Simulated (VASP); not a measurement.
Input:

```yaml
crystal:
  lattice:
    - [6.27176, 0.00000, 0.00000]
    - [0.00000, 6.27176, 0.00000]
    - [0.00000, 0.00000, 6.27176]
  atoms:
    - { symbol: Cs, position: [0.00000, 0.00000, 0.00000] }
    - { symbol: Pb, position: [0.50000, 0.50000, 0.50000] }
    - { symbol: I, position: [0.50000, 0.00000, 0.50000] }
    - { symbol: I, position: [0.00000, 0.50000, 0.50000] }
    - { symbol: I, position: [0.50000, 0.50000, 0.00000] }
```

Calculation: SCAN meta-GGA, VASP's PBE PAW potentials (set 64) (plane waves; VASP). Settings: 520 eV cut-off, 4×4×4 Γ-centred mesh, tetrahedra with Blöchl corrections, potentials Cs_sv Pb_d I.

Unless said otherwise, spin-orbit coupling is left out, though it shifts the bands of the heavy elements here.

Question: Tabulate the total density of states (states/eV per cell) against energy (eV; zero at the valence-band maximum or, without a gap, the Fermi level).

Answer: 
(E (eV), DOS (states/eV)): (-9.94, 0.00); (-9.29, 0.00); (-8.65, 43.6); (-8.11, 2.27); (-7.47, 0.11); (-6.83, 0.00); (-6.29, 0.00); (-5.65, 0.00); (-5.00, 0.00); (-4.36, 0.00); (-3.71, 2.99); (-3.18, 2.74); (-2.53, 4.90); (-1.89, 9.32); (-1.35, 12.0); (-0.71, 1.33); (-0.07, 0.01); (0.58, 0.00); (1.22, 0.00); (1.76, 0.91); (2.40, 1.34); (3.05, 1.32); (3.58, 2.73); (4.23, 1.74); (4.87, 5.61)
Within 2 eV below the valence-band maximum the largest weight inside VASP's projection spheres is I p.

The compound is CsPbI3 in the cubic perovskite structure, the ideal cubic form; the compound distorts at low or room temperature. It was relaxed first.
